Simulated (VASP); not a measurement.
# O2 in VASP: a series of runs

The runs below take O2 through single point, with RPBE, RPBE+D3(BJ), optB86b-vdW, rev-vdW-DF2, LDA.

All numbers are computed with VASP 6.6.1; they aren't measurements. Logs are shortened: lines on timing, memory, paths and dates and some standing lists are left out, and cuts for length are marked.

### Step 1. The structure

The cell holds a molecule in a box, 2 atoms: a = 11.626 Å, b = 12.126 Å, c = 12.626 Å, α = 90.00°, β = 90.00°, γ = 90.00°.

### Step 2. Single point, RPBE, collinear spin, ferromagnetic start

The input, INCAR:

```
SYSTEM = O
ALGO = Normal
EDIFF = 1E-6
ENCUT = 400
GGA = RP
ISIF = 2
ISMEAR = 0
ISPIN = 2
ISYM = 0
LASPH = .TRUE.
LCHARG = .FALSE.
LORBIT = 11
LREAL = .FALSE.
LWAVE = .FALSE.
MAGMOM = 1.1 1.1
NBANDS = 17
NELM = 60
NUPDOWN = 2
PREC = Accurate
SIGMA = 0.01
```

The input, KPOINTS:

```
k-points
0
G
  1 1 1
  0 0 0
```

The input, POSCAR:

```
O                                       
1.0
   11.6260970939      0.0000000000      0.0000000000
    0.0000000000     12.1260970939      0.0000000000
    0.0000000000      0.0000000000     12.6260970939
  O             
     2
Selective dynamics
Direct
     0.5484297130999991    0.5219067479999993    0.5038687910999968   F   F   F
     0.4495703837437242    0.4856070573261271    0.4959722951594220   T   T   T
```

Potentials or basis: VASP PAW PBE potentials, release 64 (O).

The run is started by

```bash
$ cat potpaw_PBE.64/O/POTCAR > POTCAR
$ mpirun -np 4 vasp_gam > vasp.out
```

OUTCAR:

```text
SYSTEM = O
   EDIFF = 1E-6
   ENCUT = 400
   GGA = RP
   ISIF = 2
   ISMEAR = 0
   ISPIN = 2
   ISYM = 0
   LASPH = .TRUE.
   LORBIT = 11
   LREAL = .FALSE.
   NELM = 60
   NUPDOWN = 2
   PREC = Accurate

 ion  position               nearest neighbor table
   1  0.548  0.522  0.504-   2 1.23
   2  0.450  0.486  0.496-   1 1.23

IMPORTANT INFORMATION: All symmetrisations will be switched off!
NOSYMM: (Re-)initialisation of all symmetry stuff for point group C_1.

----------------------------------------------------------------------------------------

                                     Primitive cell

  volume of cell :    1780.0168

  direct lattice vectors                    reciprocal lattice vectors
    11.626097094  0.000000000  0.000000000     0.086013388  0.000000000  0.000000000
     0.000000000 12.126097094  0.000000000     0.000000000  0.082466765  0.000000000
     0.000000000  0.000000000 12.626097094     0.000000000  0.000000000  0.079201038

  length of vectors
    11.626097094 12.126097094 12.626097094     0.086013388  0.082466765  0.079201038

  position of ions in fractional coordinates (direct lattice)
     0.548429713  0.521906748  0.503868791
     0.449570384  0.485607057  0.495972295

  ion indices of the primitive-cell ions
   primitive index   ion index
                 1           1
                 2           2

----------------------------------------------------------------------------------------

 KPOINTS: k-points

Automatic generation of k-mesh.
 Grid dimensions read from file:
 generate k-points for:    1    1    1

 Generating k-lattice:

  Cartesian coordinates                     Fractional coordinates (reciprocal lattice)
     0.086013388  0.000000000  0.000000000     1.000000000  0.000000000  0.000000000
     0.000000000  0.082466765  0.000000000     0.000000000  1.000000000  0.000000000
     0.000000000  0.000000000  0.079201038     0.000000000  0.000000000  1.000000000

  Length of vectors
     0.086013388  0.082466765  0.079201038

  Shift w.r.t. Gamma in fractional coordinates (k-lattice)
     0.000000000  0.000000000  0.000000000

 Subroutine IBZKPT returns following result:
 ===========================================

 Found      1 irreducible k-points:

 Following reciprocal coordinates:
            Coordinates               Weight
  0.000000  0.000000  0.000000      1.000000
   k-points           NKPTS =      1   k-points in BZ     NKDIM =      1   number of bands    NBANDS=     20
   number of dos      NEDOS =    301   number of ions     NIONS =      2
   total plane-waves  NPLWV = 537600
   dimension x,y,z NGX =    80 NGY =   80 NGZ =   84
   dimension x,y,z NGXF=   160 NGYF=  160 NGZF=  168
   ions per type =               2
   NGX,Y,Z   is equivalent  to a cutoff of  11.44, 10.97, 11.06 a.u.
   NGXF,Y,Z  is equivalent  to a cutoff of  22.88, 21.94, 22.12 a.u.
 SYSTEM =  O
   PREC   = accura    normal or accurate (medium, high low for compatibility)
   ISTART =      0    job   : 0-new  1-cont  2-samecut
   ICHARG =      2    charge: 1-file 2-atom 10-const
   ISPIN  =      2    spin polarized calculation?
   LNONCOLLINEAR =      F non collinear calculations
   LSORBIT =      F    spin-orbit coupling
   LASPH  =      T    aspherical Exc in radial PAW
   ENCUT  =  400.0 eV  29.40 Ry    5.42 a.u.  18.96 19.77 20.59*2*pi/ulx,y,z
   NELM   =     60;   NELMIN=  2; NELMDL= -5     # of ELM steps
   EDIFF  = 0.1E-05   stopping-criterion for ELM
   LREAL  =      F    real-space projection
   EDIFFG = 0.1E-04   stopping-criterion for IOM
   NSW    =      0    number of steps for IOM
   IBRION =     -1    ionic relax: 0-MD 1-quasi-New 2-CG
   NFREE  =      0    steps in history (QN), initial steepest desc. (CG)
   ISIF   =      2    stress and relaxation
   ISYM   =      0    0-nonsym 1-usesym 2-fastsym
   POTIM  = 0.5000    time-step for ionic-motion
   TEBEG  =    0.0;   TEEND  =   0.0 temperature during run
   PSTRESS=    0.0 pullay stress
   NELECT =      12.0000    total number of electrons
   NUPDOWN=       2.0000    fix difference up-down
   EMIN   =  10.00;   EMAX   =-10.00  energy-range for DOS
   EFERMI =   0.00;   METHOD = LEGACY
   ISMEAR =     0;   SIGMA  =   0.01  broadening in eV -4-tet -1-fermi 0-gaus
   EFERMI_NEDOS =   21; number of points for ismear=-14 and -15
   IALGO  =     38    algorithm
   IMIX   =      4    mixing-type and parameters
     AMIX     =   0.40;   BMIX     =  1.00
     AMIX_MAG =   1.60;   BMIX_MAG =  1.00
  volume/ion in A,a.u.               =     890.01      6006.07
  Fermi-wavevector in a.u.,A,eV,Ry     =   0.309262  0.584421  1.301306  0.095643
  Thomas-Fermi vector in A             =   1.185817
   LORBIT       =     11    0 simple, 1 ext, 2 COOP (PROOUT), +10 PAW based schemes
   GGA     = RP    functional components
   LHFCALC =     F    Hartree Fock is set to
   AEXX    =    0.0000 exact exchange contribution
   IVDW    =     0    specifies the selected vdW correction
   LEPSILON=     F    determine dielectric tensor
   LRPA    =     F    only Hartree local field effects (RPA)
 spin polarized calculation
 Gauss-broadening in eV      SIGMA  =   0.01
  energy-cutoff  :      400.00
  volume of cell :     1780.02
 maximum number of plane-waves:     16200
 NGX is ok and might be reduce to    80
   NGX = 37   NGY = 39   NGZ = 41

 number of electron      12.0000004 magnetization       1.9999831

 Free energy of the ion-electron system (eV)
  ---------------------------------------------------
  ext. energy  EPLUGINS =         0.00000000
  ---------------------------------------------------
  free energy    TOTEN  =        -9.61593035 eV

  energy without entropy =       -9.61593035  energy(sigma->0) =       -9.61593035

 E-fermi : -11.2068     XC(G=0):  -0.3651

 val. band max:       -6.9251994755   @ k =   0.0000   0.0000   0.0000
 cond. band min:      -4.5661568368   @ k =   0.0000   0.0000   0.0000
 fundamental gap:      2.3590426387
 Fermi energy:        -6.7888337129

 spin component 1

 k-point     1 :       0.0000    0.0000    0.0000
  band No.  band energies     occupation
      1     -32.4903      1.00000
      2     -20.7185      1.00000
      3     -13.3282      1.00000
      4     -13.2106      1.00000
      5     -13.2104      1.00000
      6      -6.9256      1.00000
[... 10 lines left out ...]
     17       1.6355      0.00000
     18       1.7738      0.00000
 Fermi energy:       -11.2067627765

 spin component 2

 k-point     1 :       0.0000    0.0000    0.0000
  band No.  band energies     occupation
      1     -31.2557      1.00000
      2     -18.8979      1.00000
      3     -12.4348      1.00000
      4     -11.3147      1.00000
      5     -11.3144      1.00000
      6      -4.5662      0.00000
[... 10 lines left out ...]
     17       1.7234      0.00000
     18       1.8306      0.00000
 [bands above 18 left out]

------------------------ aborting loop because EDIFF is reached ----------------------------------------

  FORCE on cell =-STRESS in cart. coord.  units (eV):
  Direction    XX          YY          ZZ          XY          YZ          ZX
  --------------------------------------------------------------------------------------
  -------------------------------------------------------------------------------------
  Total       -0.8296521     -1.4202981     -1.5073948      0.2748990      0.0237296      0.0605860
  in kB       -0.7467624     -1.2783977     -1.3567927      0.2474341      0.0213588      0.0545329
  external PRESSURE =      -1.1273176 kB  Pullay stress =       0.0000000 kB

 VOLUME and BASIS-vectors are now :
 -----------------------------------------------------------------------------
  energy-cutoff  :      400.00
  volume of cell :     1780.02
      direct lattice vectors                 reciprocal lattice vectors
    11.626097094  0.000000000  0.000000000     0.086013388  0.000000000  0.000000000
     0.000000000 12.126097094  0.000000000     0.000000000  0.082466765  0.000000000
     0.000000000  0.000000000 12.626097094     0.000000000  0.000000000  0.079201038

 POSITION                                       TOTAL-FORCE (eV/Angst)
 -----------------------------------------------------------------------------------
      6.37610      6.32869      6.36190         0.342647      0.129837      0.028995
      5.22675      5.88852      6.26219        -0.342647     -0.129837     -0.028995
 -----------------------------------------------------------------------------------
    total drift:                                0.000092     -0.000365      0.000209

  FREE ENERGIE OF THE ION-ELECTRON SYSTEM (eV)
  ---------------------------------------------------
  free  energy   TOTEN  =        -9.6159303521 eV

  energy  without entropy=       -9.6159303521  energy(sigma->0) =       -9.61593035

 total charge

# of ion       s       p       d       tot
------------------------------------------
    1        1.643   3.288   0.000   4.931
    2        1.643   3.288   0.000   4.931
--------------------------------------------------
tot          3.286   6.576   0.000   9.862

 magnetization (x)

# of ion       s       p       d       tot
------------------------------------------
    1        0.010   0.807   0.000   0.817
    2        0.010   0.807   0.000   0.817
--------------------------------------------------
tot          0.020   1.614   0.000   1.633
```

Wall time 76 s (4 MPI ranks of AMD EPYC 7R13 (Zen 3), shared host); peak memory 0.43 GiB.

What came out:

| Item | Value |
| --- | --- |
| Free energy | -9.6159 eV |
| Largest force | 0.368 eV/Å |
| Net moment | 2.00 μB per cell |
| Site moments | O +0.82 μB |
| Valence electrons inside the program's atomic spheres | O 4.93 |

Forces on the atoms (eV/Å):
```
O    0.343  0.130  0.029
O   -0.343 -0.130 -0.029
```

Caveat: the cutoff is under 1.25 times the usual one of these potentials, so pressure, stress and relaxed cells hold a basis-set (Pulay) error; the standard files for N, O and F lose accuracy on very short bonds; the PAW data sets were made with another functional, which shifts forces and pressure a little; the total moment is fixed, so each spin has its own Fermi level.

### Step 3. Single point, RPBE+D3(BJ), collinear spin, ferromagnetic start

Changes to INCAR since step 2:

```diff
@@ -9,2 +9,3 @@
 ISYM = 0
+IVDW = 12
 LASPH = .TRUE.
```

KPOINTS is that of step 2.

POSCAR is that of step 2.

Potentials or basis: VASP PAW PBE potentials, release 64 (O).

The run is started by

```bash
$ cat potpaw_PBE.64/O/POTCAR > POTCAR
$ mpirun -np 4 vasp_gam > vasp.out
```

Wall time 80 s (4 MPI ranks of AMD EPYC 7R13 (Zen 3), shared host); peak memory 0.44 GiB.

It converged, with:

* Free energy: -9.6630 eV
* Largest force: 0.366 eV/Å
* Net moment: 2.00 μB per cell
* Site moments: O +0.82 μB
* Valence electrons inside the program's atomic spheres: O 4.93
* Dispersion energy per atom: -0.024 eV

Forces in eV/Å, atoms in the order of the input:
```
O    0.341  0.129  0.029
O   -0.341 -0.129 -0.029
```

Caveat: the cutoff is under 1.25 times the usual one of these potentials, so pressure, stress and relaxed cells hold a basis-set (Pulay) error; the standard files for N, O and F lose accuracy on very short bonds; the PAW data sets were made with another functional, which shifts forces and pressure a little; the total moment is fixed, so each spin has its own Fermi level.

### Step 4. Single point, optB86b-vdW, collinear spin, ferromagnetic start

The input, INCAR:

```
SYSTEM = O
AGGAC = 0.0
ALGO = Normal
EDIFF = 1E-6
ENCUT = 400
GGA = MK
ISIF = 2
ISMEAR = 0
ISPIN = 2
ISYM = 0
LASPH = .TRUE.
LCHARG = .FALSE.
LORBIT = 11
LREAL = .FALSE.
LUSE_VDW = .TRUE.
LWAVE = .FALSE.
MAGMOM = 1.1 1.1
NBANDS = 17
NELM = 60
NUPDOWN = 2
PARAM1 = 0.1234
PARAM2 = 1.0
PREC = Accurate
SIGMA = 0.01
```

KPOINTS is that of step 3.

POSCAR is that of step 3.

The run is started by

```bash
$ cat potpaw_PBE.64/O/POTCAR > POTCAR
$ mpirun -np 4 vasp_gam > vasp.out
```

Run time: 7 min. Hardware: 4 MPI ranks of AMD EPYC 7R13 (Zen 3), shared host; peak memory 1.1 GiB.

The run converged. Its results:

```
Free energy                                           : -6.2641 eV
Largest force                                         : 0.075 eV/Å
Net moment                                            : 2.00 μB per cell
Site moments                                          : O +0.82 μB
Valence electrons inside the program's atomic spheres : O 4.92
```

Forces in eV/Å, atoms in the order of the input:
```
O    0.071  0.025  0.006
O   -0.071 -0.025 -0.006
```

Caveat: the cutoff is under 1.25 times the usual one of these potentials, so pressure, stress and relaxed cells hold a basis-set (Pulay) error; the standard files for N, O and F lose accuracy on very short bonds; the PAW data sets were made with another functional, which shifts forces and pressure a little; the total moment is fixed, so each spin has its own Fermi level.

### Step 5. Single point, rev-vdW-DF2, collinear spin, ferromagnetic start

Changes to INCAR since step 4:

```diff
@@ -21,4 +21,5 @@
 PARAM1 = 0.1234
-PARAM2 = 1.0
+PARAM2 = 0.711357
 PREC = Accurate
 SIGMA = 0.01
+ZAB_VDW = -1.8867
```

KPOINTS is that of step 4.

POSCAR is that of step 4.

The run is started by

```bash
$ cat potpaw_PBE.64/O/POTCAR > POTCAR
$ mpirun -np 4 vasp_gam > vasp.out
```

It took 6.9 min on 4 MPI ranks of AMD EPYC 7R13 (Zen 3), shared host; peak memory 1.1 GiB.

Results (log left out):

- Free energy: -6.7551 eV
- Largest force: 0.072 eV/Å
- Net moment: 2.00 μB per cell
- Site moments: O +0.82 μB
- Valence electrons inside the program's atomic spheres: O 4.92

Forces in eV/Å, atoms in the order of the input:
```
O    0.068  0.024  0.006
O   -0.068 -0.024 -0.006
```

Caveat: the cutoff is under 1.25 times the usual one of these potentials, so pressure, stress and relaxed cells hold a basis-set (Pulay) error; the standard files for N, O and F lose accuracy on very short bonds; the PAW data sets were made with another functional, which shifts forces and pressure a little; the total moment is fixed, so each spin has its own Fermi level.

### Step 6. Single point, LDA, collinear spin, ferromagnetic start

The input, INCAR:

```
SYSTEM = O
ALGO = Normal
EDIFF = 1E-6
ENCUT = 400
ISIF = 2
ISMEAR = 0
ISPIN = 2
ISYM = 0
LASPH = .TRUE.
LCHARG = .FALSE.
LORBIT = 11
LREAL = .FALSE.
LWAVE = .FALSE.
MAGMOM = 1.1 1.1
NBANDS = 17
NELM = 60
NUPDOWN = 2
PREC = Accurate
SIGMA = 0.01
```

KPOINTS is that of step 5.

POSCAR is that of step 5.

Potentials or basis: VASP PAW LDA potentials, release 64 (O).

The run is started by

```bash
$ cat potpaw_LDA.64/O/POTCAR > POTCAR
$ mpirun -np 4 vasp_gam > vasp.out
```

OUTCAR:

```text
SYSTEM = O
   EDIFF = 1E-6
   ENCUT = 400
   ISIF = 2
   ISMEAR = 0
   ISPIN = 2
   ISYM = 0
   LASPH = .TRUE.
   LORBIT = 11
   LREAL = .FALSE.
   NELM = 60
   NUPDOWN = 2
   PREC = Accurate

 ion  position               nearest neighbor table
   1  0.548  0.522  0.504-   2 1.23
   2  0.450  0.486  0.496-   1 1.23

IMPORTANT INFORMATION: All symmetrisations will be switched off!
NOSYMM: (Re-)initialisation of all symmetry stuff for point group C_1.

----------------------------------------------------------------------------------------

                                     Primitive cell

  volume of cell :    1780.0168

  direct lattice vectors                    reciprocal lattice vectors
    11.626097094  0.000000000  0.000000000     0.086013388  0.000000000  0.000000000
     0.000000000 12.126097094  0.000000000     0.000000000  0.082466765  0.000000000
     0.000000000  0.000000000 12.626097094     0.000000000  0.000000000  0.079201038

  length of vectors
    11.626097094 12.126097094 12.626097094     0.086013388  0.082466765  0.079201038

[... 157 lines left out ...]
     17       1.7596      0.00000
     18       1.8472      0.00000
 [bands above 18 left out]

------------------------ aborting loop because EDIFF is reached ----------------------------------------

  FORCE on cell =-STRESS in cart. coord.  units (eV):
  Direction    XX          YY          ZZ          XY          YZ          ZX
  --------------------------------------------------------------------------------------
  -------------------------------------------------------------------------------------
  Total       -2.2121086     -1.6436665     -1.5414441     -0.2453354     -0.0214102     -0.0572582
  in kB       -1.9910992     -1.4794496     -1.3874402     -0.2208242     -0.0192711     -0.0515376
  external PRESSURE =      -1.6193297 kB  Pullay stress =       0.0000000 kB

 VOLUME and BASIS-vectors are now :
 -----------------------------------------------------------------------------
  energy-cutoff  :      400.00
  volume of cell :     1780.02
      direct lattice vectors                 reciprocal lattice vectors
    11.626097094  0.000000000  0.000000000     0.086013388  0.000000000  0.000000000
     0.000000000 12.126097094  0.000000000     0.000000000  0.082466765  0.000000000
     0.000000000  0.000000000 12.626097094     0.000000000  0.000000000  0.079201038

 POSITION                                       TOTAL-FORCE (eV/Angst)
 -----------------------------------------------------------------------------------
      6.37610      6.32869      6.36190        -0.858600     -0.330167     -0.075099
      5.22675      5.88852      6.26219         0.858600      0.330167      0.075099
 -----------------------------------------------------------------------------------
    total drift:                                0.000140     -0.000185      0.000282

  FREE ENERGIE OF THE ION-ELECTRON SYSTEM (eV)
  ---------------------------------------------------
  free  energy   TOTEN  =       -10.4692291315 eV

  energy  without entropy=      -10.4692291315  energy(sigma->0) =      -10.46922913

 total charge

# of ion       s       p       d       tot
------------------------------------------
    1        1.626   3.280   0.000   4.906
    2        1.626   3.280   0.000   4.906
--------------------------------------------------
tot          3.252   6.561   0.000   9.813

 magnetization (x)

# of ion       s       p       d       tot
------------------------------------------
    1        0.008   0.805   0.000   0.813
    2        0.008   0.805   0.000   0.813
--------------------------------------------------
tot          0.016   1.610   0.000   1.626
```

Wall time 53 s (4 MPI ranks of AMD EPYC 7R13 (Zen 3), shared host); peak memory 0.29 GiB.

Results:

* Free energy: -10.4692 eV
* Largest force: 0.923 eV/Å
* Net moment: 2.00 μB per cell
* Site moments: O +0.81 μB
* Valence electrons inside the program's atomic spheres: O 4.91

Forces in eV/Å, atoms in the order of the input:
```
O   -0.859 -0.330 -0.075
O    0.859  0.330  0.075
```

Caveat: the cutoff is under 1.25 times the usual one of these potentials, so pressure, stress and relaxed cells hold a basis-set (Pulay) error; the standard files for N, O and F lose accuracy on very short bonds; the total moment is fixed, so each spin has its own Fermi level.

### Step 7. The runs side by side

```tsv
level	potentials or basis	moment (μB)	largest force (eV/Å)
RPBE	VASP PAW PBE potentials, release 64 (O)	2.00	0.37
RPBE+D3(BJ)	VASP PAW PBE potentials, release 64 (O)	2.00	0.37
optB86b-vdW	VASP PAW PBE potentials, release 64 (O)	2.00	0.08
rev-vdW-DF2	VASP PAW PBE potentials, release 64 (O)	2.00	0.07
LDA	VASP PAW LDA potentials, release 64 (O)	2.00	0.92
```

Alike in all rows: task single point; spin collinear, ferromagnetic start; fixed moment (μB) 2; cell as given; k mesh 1 × 1 × 1; cutoff (eV) 400; smearing gaussian 0.01 eV.

Caveats: the cutoff is under 1.25 times the usual one of these potentials, so pressure, stress and relaxed cells hold a basis-set (Pulay) error; the standard files for N, O and F lose accuracy on very short bonds; the total moment is fixed, so each spin has its own Fermi level; the PAW data sets were made with another functional, which shifts forces and pressure a little (some runs).

Total energies depend on the potentials used, so only differences within one code and one set of settings carry meaning.
